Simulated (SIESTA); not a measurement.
Runs of SIESTA 5.4.2 on Mo. It takes space group Im-3m (No. 229, cubic). Conventional cell: a = 3.168 Å, b = 3.168 Å, c = 3.168 Å, α = 90.00°, β = 90.00°, γ = 90.00°. Mo (site symmetry m-3m) has 8 Mo at 2.74 Å as nearest neighbours. 

```tsv
potentials or basis	gap on the mesh (eV)	pressure (GPa)	relaxed volume (Å³/atom)
PseudoDojo 0.4 standard (PBE files), SZP (energy shift 0.003 Ry)	none	-0.1	16.13
PseudoDojo 0.4 standard (PBE files), SZ (energy shift 0.003 Ry)	none	0.0	15.87
PseudoDojo 0.4 standard (PBE files), DZDP (energy shift 0.003 Ry; two zetas on semicore shells)	none	0.0	16.01
PseudoDojo 0.4 standard (PBE files), DZP (energy shift 0.003 Ry; two zetas on semicore shells)	none	0.0	15.99
PseudoDojo 0.4 standard (PBE files), TZP (energy shift 0.003 Ry; two zetas on semicore shells)	none	0.0	(b)
PseudoDojo 0.4 standard (PBE files), DZ (energy shift 0.003 Ry; two zetas on semicore shells)	none	0.0	(a)
PseudoDojo 0.4 standard (PBE files), TZDP (energy shift 0.003 Ry; two zetas on semicore shells)	none	-0.1	15.95
```

Alike in all rows: task relaxation of cell and atoms; level PBE; no spin polarisation; cell relaxed; k mesh 7 × 7 × 7; smearing fermi-dirac 0.05 eV; grid cutoff 800 Ry; energy shift 0.003 Ry; the mesh is coarse, so values aren't converged.

Question: Fill in the values left out.

Answer: (a) 15.91; (b) 15.94.

Caveats: all runs use coarse meshes; the basis of atomic orbitals isn't converged, which shifts pressures, moduli and gaps; the basis has no polarisation orbitals (some runs).

A k mesh can miss the band edges, and the runs leave out spin-orbit coupling on Mo.

A gap of «none» marks a metal or a gap under the smearing width.
